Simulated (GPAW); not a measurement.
# HfB2 (P6/mmm) in GPAW: relaxation of cell and atoms with r2SCAN

Aim: the relaxation of cell and atoms of HfB2 with r2SCAN.

All numbers are computed with GPAW 26.7.0; they aren't measurements. Logs are shortened: lines on timing, memory, paths and dates and some standing lists are left out, and cuts for length are marked. The log counts tension as positive stress, the text compression.

### 1 Starting point

The structure is hexagonal, space group P6/mmm (No. 191). Conventional cell: a = 3.140 Å, b = 3.140 Å, c = 3.480 Å, α = 90.00°, β = 90.00°, γ = 120.00°. Around Hf (site symmetry 6/mmm) lie 12 B at 2.51 Å. B (site symmetry -6m2) is surrounded by 3 B at 1.81 Å.

### 2 Relaxation of cell and atoms, r2SCAN

run.py

```python
from ase.filters import FrechetCellFilter
from ase.io import read, write
from ase.optimize import BFGS
from gpaw import GPAW, PW

atoms = read('HfB2.cif')

calc = GPAW(mode=PW(800),
            xc='MGGA_X_R2SCAN+MGGA_C_R2SCAN',
            kpts={'size': (7, 7, 6), 'gamma': True},
            occupations={'name': 'fermi-dirac', 'width': 0.05},
            nbands=20,
            convergence={'density': 1e-06, 'energy': 1e-06, 'eigenstates': 1e-10},
            maxiter=150,
            txt='gpaw.txt')
atoms.calc = calc
opt = BFGS(FrechetCellFilter(atoms), trajectory='relax.traj', logfile='-')
done = opt.run(fmax=0.01, steps=60)
calc.write('gs.gpw')
write('result.traj', atoms)
print('Converged:', done)
print('Cell:', atoms.cell.cellpar().round(4))
print('Volume:', round(atoms.get_volume(), 4))
print(atoms.get_scaled_positions().round(5))
```

HfB2.cif

```cif
data_HfB2
_cell_length_a 3.14000000
_cell_length_b 3.14000000
_cell_length_c 3.48000000
_cell_angle_alpha 90.00000000
_cell_angle_beta 90.00000000
_cell_angle_gamma 120.00000000
_space_group_name_H-M_alt 'P6/mmm'
_space_group_name_Hall '-P 6 2'
_space_group_IT_number 191
loop_
_space_group_symop_operation_xyz
'x,y,z'
'-x,-y,-z'
'x-y,x,z'
'-x+y,-x,-z'
'-y,x-y,z'
'y,-x+y,-z'
'-x,-y,z'
'x,y,-z'
'-x+y,-x,z'
'x-y,x,-z'
'y,-x+y,z'
'-y,x-y,-z'
'-y,-x,-z'
'y,x,z'
'-x,-x+y,-z'
'x,x-y,z'
'-x+y,y,-z'
'x-y,-y,z'
'y,x,-z'
'-y,-x,z'
'x,x-y,-z'
'-x,-x+y,z'
'x-y,-y,-z'
'-x+y,y,z'
loop_
_atom_site_label
_atom_site_type_symbol
_atom_site_symmetry_multiplicity
_atom_site_Wyckoff_symbol
_atom_site_fract_x
_atom_site_fract_y
_atom_site_fract_z
_atom_site_occupancy
Hf1 Hf 1 a 0.0000000000 0.0000000000 0.0000000000 1
B1 B 2 d 0.6666666667 0.3333333333 0.5000000000 1
```

Potentials or basis: GPAW PAW data sets (gpaw-data 1.2.1), pw.

Run with:

```bash
OMP_NUM_THREADS=1 python run.py
```

gpaw.txt:

```text
__  _  _
 | _ |_)|_||  |
 |__||  | ||/\| - 26.7.0

Input parameters:
  mode=PW(ecut=800.0),
  convergence={'density': 1e-06, 'energy': 1e-06, 'eigenstates': 1e-10},
  kpts=MonkhorstPack(size=(7, 7, 6), gamma=True),
  maxiter=150,
  nbands=20,
  occupations=Occupations(name='fermi-dirac', width=0.05),
  xc=XC(name='MGGA_X_R2SCAN+MGGA_C_R2SCAN')

Diagonalizing LCAO Hamiltonian
Converting LCAO to pw mode

         B  B

       Hf

Atoms  # Å, Bohr magnetons
|   | symbol |         x |        y |        z |    initial magnetic moments |
|---|--------|-----------|----------|----------|-----------------------------|
| 0 |     Hf |  0.000000 | 0.000000 | 0.000000 | ( 0.0000,  0.0000,  0.0000) |
| 1 |      B |  1.570000 | 0.906440 | 1.740000 | ( 0.0000,  0.0000,  0.0000) |
| 2 |      B | -0.000000 | 1.812880 | 1.740000 | ( 0.0000,  0.0000,  0.0000) |

Unit cell  # Å
| periodic |         x |        y |        z |  lengths |     angles |
|----------|-----------|----------|----------|----------|------------|
|      yes |  3.140000 | 0.000000 | 0.000000 | 3.140000 |  90.000000 |
|      yes | -1.570000 | 2.719320 | 0.000000 | 3.140000 |  90.000000 |
|      yes |  0.000000 | 0.000000 | 3.480000 | 3.480000 | 120.000000 |

Number of symmetries: 24
Symmetry operations  # r_c * U_cc + t_c -> r_c
|    | kind |            matrix            |
|----|------|------------------------------|
|  0 |  σ   |  1, 1, 0,  0,-1, 0,  0, 0, 1 |
|  1 |  C2  |  1, 1, 0,  0,-1, 0,  0, 0,-1 |
|  2 |  C6  |  1, 1, 0, -1, 0, 0,  0, 0, 1 |
|  3 |  S6  |  1, 1, 0, -1, 0, 0,  0, 0,-1 |
|  4 |  E   |  1, 0, 0,  0, 1, 0,  0, 0, 1 |
|  5 |  σ   |  1, 0, 0,  0, 1, 0,  0, 0,-1 |
|  6 |  σ   |  1, 0, 0, -1,-1, 0,  0, 0, 1 |
|  7 |  C2  |  1, 0, 0, -1,-1, 0,  0, 0,-1 |
|  8 |  σ   |  0, 1, 0,  1, 0, 0,  0, 0, 1 |
|  9 |  C2  |  0, 1, 0,  1, 0, 0,  0, 0,-1 |
| 10 |  C3  |  0, 1, 0, -1,-1, 0,  0, 0, 1 |
| 11 |  S3  |  0, 1, 0, -1,-1, 0,  0, 0,-1 |
| 12 |  C6  |  0,-1, 0,  1, 1, 0,  0, 0, 1 |
| 13 |  S6  |  0,-1, 0,  1, 1, 0,  0, 0,-1 |
| 14 |  σ   |  0,-1, 0, -1, 0, 0,  0, 0, 1 |
| 15 |  C2  |  0,-1, 0, -1, 0, 0,  0, 0,-1 |
| 16 |  σ   | -1, 0, 0,  1, 1, 0,  0, 0, 1 |
| 17 |  C2  | -1, 0, 0,  1, 1, 0,  0, 0,-1 |
| 18 |  C2  | -1, 0, 0,  0,-1, 0,  0, 0, 1 |
| 19 |  i   | -1, 0, 0,  0,-1, 0,  0, 0,-1 |
| 20 |  C3  | -1,-1, 0,  1, 0, 0,  0, 0, 1 |
| 21 |  S3  | -1,-1, 0,  1, 0, 0,  0, 0,-1 |
| 22 |  σ   | -1,-1, 0,  0, 1, 0,  0, 0, 1 |
| 23 |  C2  | -1,-1, 0,  0, 1, 0,  0, 0,-1 |
[... 191 lines left out ...]
Stress tensor  # eV/Ang^3
|         x |         y |         z |
|-----------|-----------|-----------|
| -0.000856 |  0.000000 |  0.000000 |
| -0.000000 | -0.000856 |  0.000000 |
|  0.000000 |  0.000000 | -0.006407 |

Forces  # eV/Ang
|        x |        y |       z |
|----------|----------|---------|
| -0.00000 | -0.00000 | 0.00000 |  # Hf   0
|  0.00000 | -0.00000 | 0.00000 |  # B    1
| -0.00000 |  0.00000 | 0.00000 |  # B    2

Interpolating wave functions to new cell

         B  B

       Hf

Atoms  # Å, Bohr magnetons
|   | symbol |         x |         y |        z |    initial magnetic moments |
|---|--------|-----------|-----------|----------|-----------------------------|
| 0 |     Hf | -0.000000 | -0.000000 | 0.000000 | ( 0.0000,  0.0000,  0.0000) |
| 1 |      B |  1.570063 |  0.906477 | 1.740526 | ( 0.0000,  0.0000,  0.0000) |
| 2 |      B | -0.000000 |  1.812953 | 1.740526 | ( 0.0000,  0.0000,  0.0000) |

Unit cell  # Å
| periodic |         x |        y |        z |  lengths |     angles |
|----------|-----------|----------|----------|----------|------------|
|      yes |  3.140127 | 0.000000 | 0.000000 | 3.140127 |  90.000000 |
|      yes | -1.570063 | 2.719430 | 0.000000 | 3.140127 |  90.000000 |
|      yes |  0.000000 | 0.000000 | 3.481052 | 3.481052 | 120.000000 |

Number of symmetries: 24
Symmetry operations  # r_c * U_cc + t_c -> r_c
|    | kind |            matrix            |
|----|------|------------------------------|
|  0 |  σ   |  1, 1, 0,  0,-1, 0,  0, 0, 1 |
|  1 |  C2  |  1, 1, 0,  0,-1, 0,  0, 0,-1 |
|  2 |  C6  |  1, 1, 0, -1, 0, 0,  0, 0, 1 |
|  3 |  S6  |  1, 1, 0, -1, 0, 0,  0, 0,-1 |
|  4 |  E   |  1, 0, 0,  0, 1, 0,  0, 0, 1 |
|  5 |  σ   |  1, 0, 0,  0, 1, 0,  0, 0,-1 |
|  6 |  σ   |  1, 0, 0, -1,-1, 0,  0, 0, 1 |
|  7 |  C2  |  1, 0, 0, -1,-1, 0,  0, 0,-1 |
|  8 |  σ   |  0, 1, 0,  1, 0, 0,  0, 0, 1 |
|  9 |  C2  |  0, 1, 0,  1, 0, 0,  0, 0,-1 |
| 10 |  C3  |  0, 1, 0, -1,-1, 0,  0, 0, 1 |
| 11 |  S3  |  0, 1, 0, -1,-1, 0,  0, 0,-1 |
| 12 |  C6  |  0,-1, 0,  1, 1, 0,  0, 0, 1 |
| 13 |  S6  |  0,-1, 0,  1, 1, 0,  0, 0,-1 |
| 14 |  σ   |  0,-1, 0, -1, 0, 0,  0, 0, 1 |
| 15 |  C2  |  0,-1, 0, -1, 0, 0,  0, 0,-1 |
| 16 |  σ   | -1, 0, 0,  1, 1, 0,  0, 0, 1 |
| 17 |  C2  | -1, 0, 0,  1, 1, 0,  0, 0,-1 |
| 18 |  C2  | -1, 0, 0,  0,-1, 0,  0, 0, 1 |
| 19 |  i   | -1, 0, 0,  0,-1, 0,  0, 0,-1 |
| 20 |  C3  | -1,-1, 0,  1, 0, 0,  0, 0, 1 |
| 21 |  S3  | -1,-1, 0,  1, 0, 0,  0, 0,-1 |
| 22 |  σ   | -1,-1, 0,  0, 1, 0,  0, 0, 1 |
| 23 |  C2  | -1,-1, 0,  0, 1, 0,  0, 0,-1 |
[... 172 lines left out ...]
|          0 |       -50.842 |     2.000 |
|          1 |       -19.236 |     2.000 |
|          2 |       -18.730 |     2.000 |
|          3 |       -18.730 |     2.000 |
|          4 |        -1.942 |     2.000 |
|          5 |         9.603 |     2.000 |
[... 9 lines left out ...]
|         15 |        17.911 |     0.000 |
|         16 |        21.061 |     0.000 |
|        ... |               |           |
|         19 |        34.266 |     0.000 |

No gap
No difference between direct/indirect transitions

Stress tensor  # eV/Ang^3
|         x |         y |         z |
|-----------|-----------|-----------|
| -0.000435 |  0.000000 |  0.000000 |
| -0.000000 | -0.000435 |  0.000000 |
|  0.000000 |  0.000000 | -0.005474 |

Forces  # eV/Ang
|        x |       y |       z |
|----------|---------|---------|
| -0.00000 | 0.00000 | 0.00000 |  # Hf   0
|  0.00000 | 0.00000 | 0.00000 |  # B    1
| -0.00000 | 0.00000 | 0.00000 |  # B    2

Interpolating wave functions to new cell

         B  B

       Hf

Atoms  # Å, Bohr magnetons
|   | symbol |         x |        y |         z |    initial magnetic moments |
|---|--------|-----------|----------|-----------|-----------------------------|
| 0 |     Hf | -0.000000 | 0.000000 | -0.000000 | ( 0.0000,  0.0000,  0.0000) |
| 1 |      B |  1.570279 | 0.906601 |  1.743473 | ( 0.0000,  0.0000,  0.0000) |
| 2 |      B | -0.000000 | 1.813202 |  1.743473 | ( 0.0000,  0.0000,  0.0000) |

Unit cell  # Å
| periodic |         x |         y |         z |  lengths |     angles |
|----------|-----------|-----------|-----------|----------|------------|
|      yes |  3.140557 |  0.000000 | -0.000000 | 3.140557 |  90.000000 |
|      yes | -1.570279 |  2.719802 |  0.000000 | 3.140557 |  90.000000 |
|      yes |  0.000000 | -0.000000 |  3.486946 | 3.486946 | 120.000000 |

Number of symmetries: 24
Symmetry operations  # r_c * U_cc + t_c -> r_c
|    | kind |            matrix            |
|----|------|------------------------------|
|  0 |  σ   |  1, 1, 0,  0,-1, 0,  0, 0, 1 |
|  1 |  C2  |  1, 1, 0,  0,-1, 0,  0, 0,-1 |
|  2 |  C6  |  1, 1, 0, -1, 0, 0,  0, 0, 1 |
|  3 |  S6  |  1, 1, 0, -1, 0, 0,  0, 0,-1 |
|  4 |  E   |  1, 0, 0,  0, 1, 0,  0, 0, 1 |
|  5 |  σ   |  1, 0, 0,  0, 1, 0,  0, 0,-1 |
|  6 |  σ   |  1, 0, 0, -1,-1, 0,  0, 0, 1 |
|  7 |  C2  |  1, 0, 0, -1,-1, 0,  0, 0,-1 |
|  8 |  σ   |  0, 1, 0,  1, 0, 0,  0, 0, 1 |
|  9 |  C2  |  0, 1, 0,  1, 0, 0,  0, 0,-1 |
| 10 |  C3  |  0, 1, 0, -1,-1, 0,  0, 0, 1 |
| 11 |  S3  |  0, 1, 0, -1,-1, 0,  0, 0,-1 |
| 12 |  C6  |  0,-1, 0,  1, 1, 0,  0, 0, 1 |
| 13 |  S6  |  0,-1, 0,  1, 1, 0,  0, 0,-1 |
[... 435 lines left out ...]
Fermi level: 12.464
Eigenvalues  # (at kpt = [0.000, 0.000, 0.000])
| band index |      eig [eV] | occ [0-2] |
|------------|---------------|-----------|
|          0 |       -50.878 |     2.000 |
|          1 |       -19.272 |     2.000 |
|          2 |       -18.765 |     2.000 |
|          3 |       -18.765 |     2.000 |
|          4 |        -1.957 |     2.000 |
|          5 |         9.574 |     2.000 |
[... 9 lines left out ...]
|         15 |        17.890 |     0.000 |
|         16 |        21.033 |     0.000 |
|        ... |               |           |
|         19 |        34.177 |     0.000 |

No gap
No difference between direct/indirect transitions

Stress tensor  # eV/Ang^3
|         x |        y |         z |
|-----------|----------|-----------|
|  0.001339 | 0.000000 |  0.000000 |
| -0.000000 | 0.001339 |  0.000000 |
|  0.000000 | 0.000000 | -0.000218 |

Forces  # eV/Ang
|        x |        y |        z |
|----------|----------|----------|
|  0.00000 |  0.00000 |  0.00000 |  # Hf   0
|  0.00000 | -0.00000 |  0.00000 |  # B    1
| -0.00000 | -0.00000 | -0.00000 |  # B    2

Interpolating wave functions to new cell

         B  B

       Hf

Atoms  # Å, Bohr magnetons
|   | symbol |         x |        y |         z |    initial magnetic moments |
|---|--------|-----------|----------|-----------|-----------------------------|
| 0 |     Hf | -0.000000 | 0.000000 | -0.000000 | ( 0.0000,  0.0000,  0.0000) |
| 1 |      B |  1.569622 | 0.906221 |  1.744212 | ( 0.0000,  0.0000,  0.0000) |
| 2 |      B | -0.000000 | 1.812443 |  1.744212 | ( 0.0000,  0.0000,  0.0000) |

Unit cell  # Å
| periodic |         x |         y |         z |  lengths |     angles |
|----------|-----------|-----------|-----------|----------|------------|
|      yes |  3.139243 | -0.000000 |  0.000000 | 3.139243 |  90.000000 |
|      yes | -1.569622 |  2.718664 | -0.000000 | 3.139243 |  90.000000 |
|      yes | -0.000000 | -0.000000 |  3.488423 | 3.488423 | 120.000000 |

Number of symmetries: 24
Symmetry operations  # r_c * U_cc + t_c -> r_c
|    | kind |            matrix            |
|----|------|------------------------------|
|  0 |  σ   |  1, 1, 0,  0,-1, 0,  0, 0, 1 |
|  1 |  C2  |  1, 1, 0,  0,-1, 0,  0, 0,-1 |
|  2 |  C6  |  1, 1, 0, -1, 0, 0,  0, 0, 1 |
|  3 |  S6  |  1, 1, 0, -1, 0, 0,  0, 0,-1 |
|  4 |  E   |  1, 0, 0,  0, 1, 0,  0, 0, 1 |
|  5 |  σ   |  1, 0, 0,  0, 1, 0,  0, 0,-1 |
|  6 |  σ   |  1, 0, 0, -1,-1, 0,  0, 0, 1 |
|  7 |  C2  |  1, 0, 0, -1,-1, 0,  0, 0,-1 |
|  8 |  σ   |  0, 1, 0,  1, 0, 0,  0, 0, 1 |
|  9 |  C2  |  0, 1, 0,  1, 0, 0,  0, 0,-1 |
| 10 |  C3  |  0, 1, 0, -1,-1, 0,  0, 0, 1 |
| 11 |  S3  |  0, 1, 0, -1,-1, 0,  0, 0,-1 |
| 12 |  C6  |  0,-1, 0,  1, 1, 0,  0, 0, 1 |
| 13 |  S6  |  0,-1, 0,  1, 1, 0,  0, 0,-1 |
[... 179 lines left out ...]
Fermi level: 12.467
Eigenvalues  # (at kpt = [0.000, 0.000, 0.000])
| band index |      eig [eV] | occ [0-2] |
|------------|---------------|-----------|
|          0 |       -50.873 |     2.000 |
|          1 |       -19.267 |     2.000 |
|          2 |       -18.758 |     2.000 |
|          3 |       -18.758 |     2.000 |
|          4 |        -1.954 |     2.000 |
|          5 |         9.574 |     2.000 |
[... 9 lines left out ...]
|         15 |        17.902 |     0.000 |
|         16 |        21.044 |     0.000 |
|        ... |               |           |
|         19 |        33.048 |     0.000 |

No gap
No difference between direct/indirect transitions

Stress tensor  # eV/Ang^3
|         x |        y |         z |
|-----------|----------|-----------|
|  0.000088 | 0.000000 |  0.000000 |
| -0.000000 | 0.000088 | -0.000000 |
|  0.000000 | 0.000000 |  0.000106 |

Forces  # eV/Ang
|        x |        y |       z |
|----------|----------|---------|
| -0.00000 | -0.00000 | 0.00000 |  # Hf   0
| -0.00000 | -0.00000 | 0.00000 |  # B    1
|  0.00000 |  0.00000 | 0.00000 |  # B    2

# Writing to gs.gpw (mode='')
```

It took 3.5 min on 1 thread of Intel Xeon 6975P-C (Granite Rapids), shared host; peak memory 0.74 GiB.

Results:

```
Free energy                            : -38.2511 eV
Relaxed volume                         : 9.92 Å³/atom
Relaxed cell                           : a = 3.139 Å, b = 3.139 Å, c = 3.488 Å, α = 90.00°, β = 90.00°, γ = 120.00°
Space group after relaxing (to 0.05 Å) : P6/mmm (No. 191)
Energy gained by relaxing              : 0.1 meV/atom
Ionic steps                            : 5
Pressure after relaxing                : 0.0 GPa
Band gap on the k mesh                 : none (metal or under the smearing width)
```

Step by step:
| step | energy change (eV) | largest force (eV/Å) | pressure (GPa) | volume (Å³) |
| --- | --- | --- | --- | --- |
| 1 | 0.0000 | 0.0000 | 0.43 | 29.71 |
| 2 | -0.0001 | 0.0000 | 0.34 | 29.73 |
| 3 | -0.0003 | 0.0000 | -0.14 | 29.78 |
| 4 | -0.0003 | 0.0000 | -0.13 | 29.78 |
| 5 | -0.0003 | 0.0000 | -0.02 | 29.77 |

Final structure:
```yaml
crystal:
  lattice:
    - [3.13924, 0.00000, 0.00000]
    - [-1.56962, 2.71866, 0.00000]
    - [0.00000, 0.00000, 3.48842]
  atoms:
    - { symbol: Hf, position: [0.00000, 0.00000, 0.00000] }
    - { symbol: B, position: [0.66667, 0.33333, 0.50000] }
    - { symbol: B, position: [0.33333, 0.66667, 0.50000] }
```

Caveat: later steps reuse the first step's grids; the PAW data sets were made with another functional, which shifts forces and pressure a little.
